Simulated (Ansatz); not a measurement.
# C (P6_3/mmc) in Ansatz: reference runs

Reference runs on C: the cell as given and a disturbed copy.

The COD entry that gives the cell may itself be a prediction, so a difference from it is no test against experiment.

Program: Ansatz 0.2.0. These are calculated values, not measurements. Logs are shortened: lines on timing, memory, paths and dates and some standing lists are left out, and cuts for length are marked.

## (1) The structure

It takes space group P6_3/mmc (No. 194, hexagonal). Conventional cell: a = 2.522 Å, b = 2.522 Å, c = 12.356 Å, α = 90.00°, β = 90.00°, γ = 120.00°. Around C (site symmetry 3m) lie 4 C at 1.54 Å. C (site symmetry 3m) has 4 C at 1.54 Å as nearest neighbours. C (site symmetry 3m) has 4 C at 1.54 Å as nearest neighbours.

This is a hexagonal form of diamond, not graphite.

## (2) Single point, PBE

Input file input.yaml:

```yaml
crystal:
  lattice:
    - [2.5221, 0.0, 0.0]
    - [-1.26105, 2.1842026709, 0.0]
    - [0.0, 0.0, 12.3557]
  atoms:
    - { symbol: C, position: [0.6666666667, 0.3333333333, 0.35417] }
    - { symbol: C, position: [0.3333333333, 0.6666666667, 0.85417] }
    - { symbol: C, position: [0.6666666667, 0.3333333333, 0.14583] }
    - { symbol: C, position: [0.3333333333, 0.6666666667, 0.64583] }
    - { symbol: C, position: [0.6666666667, 0.3333333333, 0.47917] }
    - { symbol: C, position: [0.3333333333, 0.6666666667, 0.97917] }
    - { symbol: C, position: [0.6666666667, 0.3333333333, 0.02083] }
    - { symbol: C, position: [0.3333333333, 0.6666666667, 0.52083] }
    - { symbol: C, position: [0.0, 0.0, 0.8125] }
    - { symbol: C, position: [0.0, 0.0, 0.3125] }
    - { symbol: C, position: [0.0, 0.0, 0.6875] }
    - { symbol: C, position: [0.0, 0.0, 0.1875] }
hamiltonian:
  xc: pbe
  pseudopotentials: { kind: paw }
kpoints:
  mp_grid: { grid: [12, 12, 3] }
scf:
  occupations: { method: fermi_dirac, width: 0.05 }
output:
  forces: true
  stress: true
  eigenvalues: true
  write_density: true
  write_potential: true
  elf: true
  volumetric_format: npy
```

Potentials or basis: Ansatz PAW.

Launch:

```bash
> ansatz run input.yaml --threads 4 --pin off --max-ram 11264MiB --backend cpu --events-out ev --progress --plain --runs-dir out
```

The log of the run:

```text
Warning: RAYON_NUM_THREADS=4 ignored (pool sized by the plan → 4); use --threads N
Engine: ansatz 0.2.0, aarch64-unknown-linux-gnu
Pseudopotentials: kind: paw
Pseudopotential: C, paw, valence charge 4, recommended cutoff 420 eV (normal), C.paw.azcp
Functional definition: PBE
  parameter kappa = 0.804
  parameter beta = 0.06672455060314922
  exchange = pbe_x(kappa = kappa, mu = beta*pi^2/3)
  correlation = pbe_c(beta = beta)
Crystal: 12 atoms, lattice volume = 68.065 Å³
Basis set: ecut = 420 eV, 1355 PW (Γ), exchange–correlation on 36×36×180 points (8 copies of the dense FFT grid, shifted against one another)
Bands: 36, of which v1, the nominal top of the filled ones, is band 24 counted from 1 (23 counted from 0)
Symmetry: 24 space group operations
Space group: P63/mmc (ITA 194), of the structure as read, at distance tolerance 4.1e-5 Å
k-points: 38 of 432
Non-local potential: C, projectors of the file, l = 0: 2, l = 1: 2, l = 2: 1
PAW form: soft (Blöchl's): semilocal exchange-correlation on the pseudo side does not see the compensation charge
PAW one-centre angular grid: C, 110 points (default); XC on 64 Gauss nodes
Initial density: superposition of atomic densities (neutral atoms: chi_scale 0, normalization atom), corrected by the library's trained network
Initial wavefunctions: pseudopotential atomic-orbital guess
Functional: x = pbe(κ = 0.804, μ = 0.2195149727645171), c = pbe(β = 0.06672455060314922)
SCF iter   1: F=—  HF=-3009.603984 eV  |F-HF|=—  |Δ(HF+E_count)|=         —  Δρ=3.07e-3  dr2=3.71e-3  ethr=1.77e-3  ⟨swp⟩=6.1  Hψ=6408  notcnv=0  defer=31
preconditioner: auto → none  [insulator: Δε(μ)=4.396 eV  Ē_g=17.041 eV  σ=0.050 eV  W_gap=1.00  n_scr=10 (ndim 8)  ℏωp=31.2 eV  f_vac=0.000  D(μ)=0.00/eV (n_scr^D=0)  ε∞_Penn≈4.3]
SCF iter   2: F=—  HF=-3009.603843 eV  |F-HF|=—  |Δ(HF+E_count)|=   1.41e-4  Δρ=1.39e-3  dr2=4.17e-4  ethr=7.72e-6  ⟨swp⟩=2.0  Hψ=2522  notcnv=0  defer=75
SCF iter   3: F=—  HF=-3009.604078 eV  |F-HF|=—  |Δ(HF+E_count)|=   2.34e-4  Δρ=4.23e-4  dr2=3.87e-5  ethr=8.68e-7  ⟨swp⟩=2.7  Hψ=2067  notcnv=0  defer=75
SCF iter   4: F=—  HF=-3009.604100 eV  |F-HF|=—  |Δ(HF+E_count)|=   2.29e-5  Δρ=5.78e-5  dr2=6.58e-7  ethr=8.07e-8  ⟨swp⟩=2.5  Hψ=2074  notcnv=0  defer=75
iter 5 did not close the SCF: its close was put off for the readings that it lacked (scf_convergence_deferred on its scf_iter line)
SCF iter   5: F=-3009.604101 eV  HF=-3009.604101 eV  |F-HF|=4.06e-9  |Δ(HF+E_count)|=   9.47e-7  Δρ=4.54e-6  dr2=6.67e-9  ethr=1.37e-9  ⟨swp⟩=2.0  Hψ=2021  notcnv=0  defer=75
SCF iter   6: F=-3009.604101 eV  HF=-3009.604101 eV  |F-HF|=4.40e-10  |Δ(HF+E_count)|=   4.95e-9  Δρ=9.48e-7  dr2=2.67e-10  ethr=1.39e-11  ⟨swp⟩=11.2  Hψ=8471  notcnv=0
SCF 1 converged in 6 iterations: F = -3009.604101 eV  dr2 = 2.67e-10
SCF converged after 6 iterations
Free energy (F): -3009.604101 eV
Harris-Foulkes:  -3009.604101 eV  (|F-HF|=4.40e-10)
Internal energy: -3009.604101 eV  (E = F + TS)
E sigma→0 (E₀):  -3009.604101 eV
Fermi energy:    15.559237 eV
--- Per-component energies (eV) ---
  E_band       = 208.175710
  E_kinetic    = 1107.162504
  E_local      = -736.279056  (includes V_loc(G=0)·N_el)
  E_nonlocal   = 319.991747
  E_hartree    = 161.513629
  E_xc         = -584.640022
  E_vxc        = -725.813851  (∫ρ·V_xc dr)
  E_paw        = -1190.630571  (= ΣΔE_a)
  E_vpaw       = -79.912878  (= ΣTr[D̂ρ^β])
  E_aug_tail   = 0.000106  (compensation charges beyond the density's cutoff)
  E_ewald      = -2086.722438
  E_smearing   = -0.000000  (= −TS)
  E_closure    = 0.000000  (closes the sum)
  Σ components = -3009.604101   (vs F -3009.604101, Δ=0.00e0)
--- Forces (eV/Å), atoms counted from 1 ---
  atom   1  C      0.00000000    -0.00000000     0.31038919
  atom   2  C      0.00000000     0.00000000     0.31038919
  atom   3  C     -0.00000000    -0.00000000    -0.31038919
  atom   4  C      0.00000000     0.00000000    -0.31038919
  atom   5  C      0.00000000     0.00000000    -0.02687197
  atom   6  C      0.00000000    -0.00000000    -0.02687197
  atom   7  C      0.00000000     0.00000000     0.02687197
  atom   8  C      0.00000000    -0.00000000     0.02687197
  atom   9  C      0.00000000    -0.00000000     0.33057351
  atom  10  C      0.00000000     0.00000000     0.33057351
  atom  11  C      0.00000000    -0.00000000    -0.33057351
  atom  12  C      0.00000000     0.00000000    -0.33057351
  max |Σ_I F_I| component: 1.67e-16 eV/Å
--- Stress (GPa, compression-positive) ---
       -0.647427       0.000000       0.000000
        0.000000      -0.647427       0.000000
        0.000000       0.000000       7.531166
  P = ⅓ Tr σ = 2.0788 GPa (20.788 kbar)
--- Band table (eV; the first three rows and the last of 38) ---
  k-point 0: bands = ["-8.1721", "-7.4269", "-7.3817", "-5.1621", "-5.1394", "-2.3718", "-0.0761", "3.9327", "3.9758", "9.5362", "9.6118", "10.4420", "10.4420", "10.8914", "10.8914", "11.0472", "11.0472", "12.2776", "12.2776", "12.4202", "12.4202", "13.2570", "13.4076", "13.4076", "18.7129", "18.7129", "19.0775", "19.7852", "19.7852", "20.2937", "20.2937", "20.3744", "20.9199", "21.3216", "21.3417", "21.3417"]
  k-point 1: bands = ["-8.0865", "-7.8304", "-6.8114", "-6.0574", "-4.1142", "-3.0291", "0.7229", "2.2288", "5.7956", "7.6926", "10.5007", "10.5007", "10.6729", "10.6729", "11.3185", "11.3658", "11.3658", "11.8284", "11.8284", "12.6912", "12.8600", "12.8600", "13.2526", "13.2526", "18.8990", "18.8990", "19.3654", "19.3654", "19.3862", "19.9932", "20.7023", "20.7023", "21.1080", "21.1531", "21.1531", "21.2727"]
  k-point 2: bands = ["-8.0014", "-7.2577", "-7.2120", "-4.9978", "-4.9744", "-2.2201", "0.0808", "4.0536", "4.0976", "9.5208", "9.5816", "9.6002", "10.0620", "10.0882", "10.2224", "10.5648", "10.6841", "11.5217", "11.6894", "12.0203", "12.1252", "12.6993", "12.9907", "13.1478", "18.8056", "19.1048", "19.3466", "19.7106", "20.1472", "20.2311", "20.6611", "20.8205", "21.2865", "21.4573", "21.8279", "21.8972"]
  k-point 37: bands = ["-0.9562", "-0.9562", "-0.7331", "-0.6694", "-0.4325", "-0.4325", "1.5526", "1.5526", "1.7530", "2.1198", "2.5445", "2.5445", "3.9157", "3.9157", "4.3326", "5.0616", "5.3104", "5.3104", "7.4941", "7.4941", "7.7681", "8.3603", "8.7031", "8.7031", "19.1850", "19.1850", "20.0684", "21.1083", "21.8739", "21.8739", "24.4738", "24.5870", "24.5870", "25.7214", "25.7214", "25.7545"]
```

Run time: 2.2 s. Hardware: 4 threads of Arm Neoverse V1, shared host; peak memory 0.4 GiB.

Results:

| Property | Result |
| --- | --- |
| Free energy | -3009.6041 eV |
| Pressure | 2.1 GPa |
| Largest force | 0.331 eV/Å |
| Band gap on the k mesh | 4.39 eV, indirect (least direct gap 5.31 eV) |

Forces on the atoms (eV/Å):
```
C    0.000  0.000  0.310
C    0.000  0.000  0.310
C    0.000  0.000 -0.310
C    0.000  0.000 -0.310
C    0.000  0.000 -0.027
C    0.000  0.000 -0.027
C    0.000  0.000  0.027
C    0.000  0.000  0.027
C    0.000  0.000  0.331
C    0.000  0.000  0.331
C    0.000  0.000 -0.331
C    0.000  0.000 -0.331
```

Levels at points of the mesh, in eV from the valence-band top:
```csv
k point,band 21,band 22,band 23,band 24,band 25,band 26,band 27,band 28
"(0.00, 0.00, 0.00)",-0.99,-0.15,0.00,0.00,5.31,5.31,5.67,6.38
"(0.00, -0.50, 0.00)",-4.06,-4.06,-3.64,-2.89,4.53,5.10,5.27,5.62
```

Caveat: odd divisions of the mesh miss points on the zone boundary, where band edges often lie, so the gap on the mesh can be too wide; the pressure holds a Pulay correction of +1.0 GPa for the finite cutoff. A k mesh can miss the band edges.

## (3) Single point, PBE (atoms moved at random, drawn with an rms of 0.05 Å)

Input file input.yaml:

```yaml
crystal:
  lattice:
    - [2.5221, 0.0, 0.0]
    - [-1.26105, 2.1842026709, 0.0]
    - [0.0, 0.0, 12.3557]
  atoms:
    - { symbol: C, position: [0.651801, 0.341431, 0.356701] }
    - { symbol: C, position: [0.344638, 0.67693, 0.851667] }
    - { symbol: C, position: [0.667568, 0.34422, 0.146376] }
    - { symbol: C, position: [0.329347, 0.660923, 0.647437] }
    - { symbol: C, position: [0.67704, 0.344217, 0.479627] }
    - { symbol: C, position: [0.328729, 0.663332, 0.978387] }
    - { symbol: C, position: [0.635829, 0.318007, 0.0213] }
    - { symbol: C, position: [0.319916, 0.676309, 0.522074] }
    - { symbol: C, position: [-0.000278, 0.014637, 0.812643] }
    - { symbol: C, position: [-0.019094, -0.012914, 0.317659] }
    - { symbol: C, position: [-0.002144, -0.004065, 0.683146] }
    - { symbol: C, position: [-0.006058, 0.016553, 0.183477] }
hamiltonian:
  xc: pbe
  pseudopotentials: { kind: paw }
kpoints:
  mp_grid: { grid: [12, 12, 3] }
scf:
  occupations: { method: fermi_dirac, width: 0.05 }
output:
  forces: true
  stress: true
  eigenvalues: true
```

Potentials or basis: Ansatz PAW.

Launch:

```bash
> ansatz run input.yaml --threads 4 --pin off --max-ram 11264MiB --backend cpu --events-out ev --progress --plain --runs-dir out
```

The log of the run:

```text
Warning: RAYON_NUM_THREADS=4 ignored (pool sized by the plan → 4); use --threads N
[... 8 set-up lines as earlier in the session ...]
Crystal: 12 atoms, lattice volume = 68.065 Å³
Basis set: ecut = 420 eV, 1355 PW (Γ), exchange–correlation on 36×36×180 points (8 copies of the dense FFT grid, shifted against one another)
Bands: 36, of which v1, the nominal top of the filled ones, is band 24 counted from 1 (23 counted from 0)
Symmetry: 1 space group operations
Space group: P1 (ITA 1), of the structure as read, at distance tolerance 4.1e-5 Å
k-points: 218 of 432 (time reversal used)
[... 6 set-up lines as earlier in the session ...]
SCF iter   1: F=—  HF=-3009.130846 eV  |F-HF|=—  |Δ(HF+E_count)|=         —  Δρ=3.23e-3  dr2=4.25e-3  ethr=1.77e-3  ⟨swp⟩=6.2  Hψ=37411  notcnv=0  defer=127
preconditioner: auto → none  [insulator: Δε(μ)=3.881 eV  Ē_g=16.981 eV  σ=0.050 eV  W_gap=1.00  n_scr=10 (ndim 8)  ℏωp=31.2 eV  f_vac=0.000  D(μ)=0.00/eV (n_scr^D=0)  ε∞_Penn≈4.4]
SCF iter   2: F=—  HF=-3009.130409 eV  |F-HF|=—  |Δ(HF+E_count)|=   4.38e-4  Δρ=1.56e-3  dr2=5.79e-4  ethr=8.86e-6  ⟨swp⟩=2.0  Hψ=14497  notcnv=0  defer=449
SCF iter   3: F=—  HF=-3009.130656 eV  |F-HF|=—  |Δ(HF+E_count)|=   2.47e-4  Δρ=3.77e-4  dr2=5.13e-5  ethr=1.21e-6  ⟨swp⟩=2.7  Hψ=11902  notcnv=0  defer=50
automatic band count: iteration 3 solves 33 bands in place of 36: the levels show a gap, and the empty bands left out lie too high to hold charge; the band table lists the bands solved (type scf.n_extra_bands for more)
SCF iter   4: F=—  HF=-3009.130670 eV  |F-HF|=—  |Δ(HF+E_count)|=   1.39e-5  Δρ=6.62e-5  dr2=1.07e-6  ethr=1.07e-7  ⟨swp⟩=2.2  Hψ=10072  notcnv=0  defer=50
iter 5 did not close the SCF: its close was put off for the readings that it lacked (scf_convergence_deferred on its scf_iter line)
SCF iter   5: F=-3009.130671 eV  HF=-3009.130671 eV  |F-HF|=3.38e-9  |Δ(HF+E_count)|=   9.05e-7  Δρ=1.14e-5  dr2=5.53e-8  ethr=2.23e-9  ⟨swp⟩=2.0  Hψ=11499  notcnv=0  defer=50
SCF iter   6: F=-3009.130671 eV  HF=-3009.130671 eV  |F-HF|=3.18e-9  |Δ(HF+E_count)|=   2.51e-8  Δρ=2.60e-6  dr2=5.94e-9  ethr=1.15e-10  ⟨swp⟩=6.5  Hψ=29277  notcnv=0
SCF 1 converged in 6 iterations: F = -3009.130671 eV  dr2 = 5.94e-9
SCF converged after 6 iterations
Free energy (F): -3009.130671 eV
Harris-Foulkes:  -3009.130671 eV  (|F-HF|=3.18e-9)
Internal energy: -3009.130671 eV  (E = F + TS)
E sigma→0 (E₀):  -3009.130671 eV
Fermi energy:    15.778000 eV
--- Per-component energies (eV) ---
  E_band       = 207.703340
  E_kinetic    = 1107.707867
  E_local      = -741.000091  (includes V_loc(G=0)·N_el)
  E_nonlocal   = 320.372189
  E_hartree    = 163.254719
  E_xc         = -584.708010
  E_vxc        = -725.897489  (∫ρ·V_xc dr)
  E_paw        = -1190.696203  (= ΣΔE_a)
  E_vpaw       = -79.988456  (= ΣTr[D̂ρ^β])
  E_aug_tail   = 0.000101  (compensation charges beyond the density's cutoff)
  E_ewald      = -2084.061243
  E_smearing   = -0.000000  (= −TS)
  E_closure    = -0.000000  (closes the sum)
  Σ components = -3009.130671   (vs F -3009.130671, Δ=0.00e0)
--- Forces (eV/Å), atoms counted from 1 ---
  atom   1  C      0.83039718    -1.53966182     0.19195116
  atom   2  C     -1.27236905     0.06463425     1.47913510
  atom   3  C     -1.11920146     0.08777922    -1.33267459
  atom   4  C     -0.20703054     0.36074291    -2.31801138
  atom   5  C     -2.15072711    -0.29069351     0.82293720
  atom   6  C     -1.24509599    -0.49651541     0.14468629
  atom   7  C      1.70992849     1.07634462    -0.76398541
  atom   8  C      2.04035996     0.03077598    -0.31987053
  atom   9  C      1.20086374    -0.50948266    -0.97745997
  atom  10  C     -0.44810777     1.95180565    -2.06637687
  atom  11  C     -0.23699905     0.12127207     2.48527731
  atom  12  C      0.89798088    -0.85700235     2.65438675
  max |Σ_I F_I| component: 4.94e-6 eV/Å
--- Stress (GPa, compression-positive) ---
        1.037990       0.002184       0.335035
        0.002183       1.621526      -0.265683
        0.335034      -0.265682       8.152940
  P = ⅓ Tr σ = 3.6042 GPa (36.042 kbar)
--- Band table (eV; the first three rows and the last of 218) ---
  k-point 0: bands = ["-8.2132", "-7.4670", "-7.3769", "-5.3663", "-4.9549", "-2.4573", "0.1077", "4.0003", "4.1480", "9.4511", "10.0705", "10.1322", "10.3302", "10.5239", "10.6569", "10.9892", "11.1427", "11.9003", "12.0736", "12.2780", "12.5877", "13.2599", "13.4224", "13.8952", "18.4762", "18.7248", "18.9262", "19.5542", "19.9305", "20.0650", "20.1255", "20.3596", "20.5167"]
  k-point 1: bands = ["-8.1422", "-7.8290", "-6.8449", "-6.0741", "-4.1154", "-3.0668", "0.8613", "2.3509", "5.9213", "7.8443", "10.1192", "10.3030", "10.4865", "10.5884", "11.1027", "11.2431", "11.6113", "11.7304", "11.8690", "12.4964", "12.7152", "13.0682", "13.2588", "13.5255", "18.7146", "18.9698", "19.0413", "19.3176", "19.5688", "19.7610", "20.2893", "20.4057", "20.8350"]
  k-point 2: bands = ["-8.0428", "-7.2978", "-7.2078", "-5.2022", "-4.7904", "-2.3069", "0.2676", "4.1229", "4.2744", "9.2874", "9.4630", "9.7334", "9.8146", "10.1285", "10.1754", "10.4496", "10.6928", "11.2279", "11.5982", "11.7782", "12.1306", "12.7129", "13.0858", "13.6213", "18.7315", "18.9331", "19.1856", "19.7747", "19.8744", "20.1342", "20.3906", "20.8751", "21.0047"]
  k-point 217: bands = ["-2.7823", "-2.5880", "-2.0556", "-1.7757", "-0.9223", "-0.4994", "0.0886", "0.3945", "1.7100", "1.9109", "2.6206", "2.7295", "5.9911", "6.0888", "6.8455", "7.1997", "7.3829", "7.7454", "7.9870", "8.4912", "9.5742", "9.7560", "9.9813", "10.2084", "17.8236", "18.1278", "18.8265", "19.2276", "19.4527", "19.7794", "20.8646", "21.2197", "22.1605"]
```

Run time: 13 s. Hardware: 4 threads of Arm Neoverse V1, shared host; peak memory 0.64 GiB.

What came out:

```yaml
Free_energy: -3009.1307 eV
Pressure: 3.6 GPa
Largest_force: 2.930 eV/Å
Band_gap_on_the_k_mesh: 3.88 eV, indirect (least direct gap 4.58 eV)
```

Forces on the atoms (eV/Å):
```
C    0.830 -1.540  0.192
C   -1.272  0.065  1.479
C   -1.119  0.088 -1.333
C   -0.207  0.361 -2.318
C   -2.151 -0.291  0.823
C   -1.245 -0.497  0.145
C    1.710  1.076 -0.764
C    2.040  0.031 -0.320
C    1.201 -0.509 -0.977
C   -0.448  1.952 -2.066
C   -0.237  0.121  2.485
C    0.898 -0.857  2.654
```

Levels at points of the mesh, in eV from the valence-band top:
| k point | band 21 | band 22 | band 23 | band 24 | band 25 | band 26 | band 27 | band 28 |
| --- | --- | --- | --- | --- | --- | --- | --- | --- |
| (0.00, 0.00, 0.00) | -1.31 | -0.64 | -0.47 | 0.00 | 4.58 | 4.83 | 5.03 | 5.66 |
| (0.00, -0.50, 0.00) | -4.79 | -4.23 | -3.92 | -3.39 | 3.95 | 4.44 | 4.59 | 5.46 |
| (-0.50, 0.00, 0.00) | -4.78 | -4.44 | -3.80 | -3.48 | 3.97 | 4.40 | 4.61 | 5.36 |
| (-0.50, -0.50, 0.00) | -4.84 | -4.45 | -3.85 | -3.57 | 3.90 | 4.45 | 4.55 | 5.54 |

Caveat: odd divisions of the mesh miss points on the zone boundary, where band edges often lie, so the gap on the mesh can be too wide; the pressure holds a Pulay correction of +1.0 GPa for the finite cutoff. A k mesh can miss the band edges.
